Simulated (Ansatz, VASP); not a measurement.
# BN: VASP beside Ansatz

POSCAR

```
BN
1.0
    0.0000000000      1.7458259346      1.7458259346
    1.7458259346      0.0000000000      1.7458259346
    1.7458259346      1.7458259346      0.0000000000
B N
1 1
Direct
    0.0000000000      0.0000000000      0.0000000000
    0.5000000000      0.5000000000      0.5000000000
```

File INCAR.step1:

```
SYSTEM = BN
PREC     = Accurate       ! precision mode
ENCUT    = 520            ! plane-wave cutoff, eV
EDIFF    = 1E-5           ! SCF threshold, eV
ISMEAR   = 0              ! smearing method
SIGMA    = 0.01           ! smearing width, eV
LREAL    = .FALSE.        ! projectors in reciprocal space
LASPH    = .TRUE.         ! aspherical terms in the spheres
NELM     = 100            ! most SCF steps
ALGO     = Normal         ! electronic algorithm
ISIF     = 2              ! what is computed and relaxed
LWAVE    = .TRUE.         ! write WAVECAR
LCHARG   = .FALSE.        ! write CHGCAR
GGA      = PE             ! functional
NBANDS   = 11             ! bands
```

Contents of INCAR.step2:

```
SYSTEM = BN
PREC     = Accurate       ! precision mode
ENCUT    = 520            ! plane-wave cutoff, eV
EDIFF    = 1E-6           ! SCF threshold, eV
ISMEAR   = 0              ! smearing method
SIGMA    = 0.01           ! smearing width, eV
LREAL    = .FALSE.        ! projectors in reciprocal space
LASPH    = .TRUE.         ! aspherical terms in the spheres
NELM     = 100            ! most SCF steps
ALGO     = Normal         ! electronic algorithm
ISIF     = 2              ! what is computed and relaxed
LWAVE    = .FALSE.        ! write WAVECAR
LCHARG   = .FALSE.        ! write CHGCAR
GGA      = PE             ! functional
LHFCALC  = .TRUE.         ! exact exchange
HFSCREEN = 0.2079         ! screening, 1/A
PRECFOCK = Normal       
ISTART   = 1            
NBANDS   = 11             ! bands
```

File KPOINTS:

```
Automatic mesh
0
G
  6 6 6
  0 0 0
```

Input for Ansatz:

```yaml
crystal:
  lattice:
    - [0.0, 1.7458259346, 1.7458259346]
    - [1.7458259346, 0.0, 1.7458259346]
    - [1.7458259346, 1.7458259346, 0.0]
  atoms:
    - { symbol: B, position: [0.0, 0.0, 0.0] }
    - { symbol: "N", position: [0.5, 0.5, 0.5] }
kpoints:
  mp_grid: { grid: [6, 6, 6] }
hamiltonian:
  xc: hse06
scf:
  occupations: { method: fixed }
  n_extra_bands: 4
output:
  forces: true
  stress: true
  eigenvalues: true
```

The cell was built by a generator and needn't be a form met in nature.

Alike in both runs: task single point; functional HSE06; k mesh 6 × 6 × 6; no spin polarisation.

```csv
,VASP,Ansatz
version,VASP 6.6.1,Ansatz 0.2.0
potentials or method,"VASP PAW PBE potentials, release 64 (B, N)","plane waves, PAW"
plane-wave cutoff (eV),520,420
occupations,"gaussian, width 0.01 eV",fixed
valence electrons in the cell,8,8
```

|  | VASP | Ansatz | Ansatz less VASP |
| --- | --- | --- | --- |
| gap on the k mesh at the Fermi level (eV) | 2.17 | 2.18 | +0.010 |
| pressure (GPa) | -8.2 | -8.4 | -0.20 |

Ansatz warned: «stress_exchange_threshold_loose».

Caveats: the k mesh is coarse (spacing up to 0.52 Å⁻¹), so the values aren't converged, least of all with exact exchange; the PAW data sets were made with another functional, which shifts forces and pressure a little (VASP). A k mesh can miss the band edges.
